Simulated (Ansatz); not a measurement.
Runs of Ansatz 0.2.0 on TiTe2. It takes space group P-3m1 (No. 164, trigonal). The conventional cell has a = 3.777 Å, b = 3.777 Å, c = 6.498 Å, α = 90.00°, β = 90.00°, γ = 120.00°. Te (site symmetry 3m) is surrounded by 3 Ti at 2.77 Å. Around Ti (site symmetry -3m) lie 6 Te at 2.77 Å. 

```csv
task,level,points for each segment of the path,gap on the mesh (eV),pressure (GPa),largest force (eV/Å)
band structure,HSE03,4,none,(b),0.24
single point,B3LYP,-,none,3.2,0.22
single point,PBEsol0,-,none,(a),0.40
single point,PBE0,-,none,-0.7,0.28
band structure,HSE06,4,none,-0.6,0.27
```

Alike in all rows: potentials or basis Ansatz PAW; no spin polarisation; cell as given; k mesh 4 × 4 × 2; cutoff (eV) 420; smearing fermi-dirac 0.05 eV; the mesh is coarse, so values aren't converged.

Task: Fill in the values left out.

Result: (a) -2.9; (b) -0.4.

Caveats: all runs use coarse meshes; the PAW data sets come from PBE, with cores solved anew for the run's functional, which leaves a small shift of forces and pressure; the thresholds are loose for stress; this functional lacks dispersion, which binds the layers, so the pressure and a relaxed spacing across them are unreliable (some runs); spin-orbit coupling is left out, which moves the levels of the heavy elements (some runs).

A k mesh can miss the band edges, and the runs leave out spin-orbit coupling on Te.

A gap of «none» marks a metal or a gap under the smearing width.
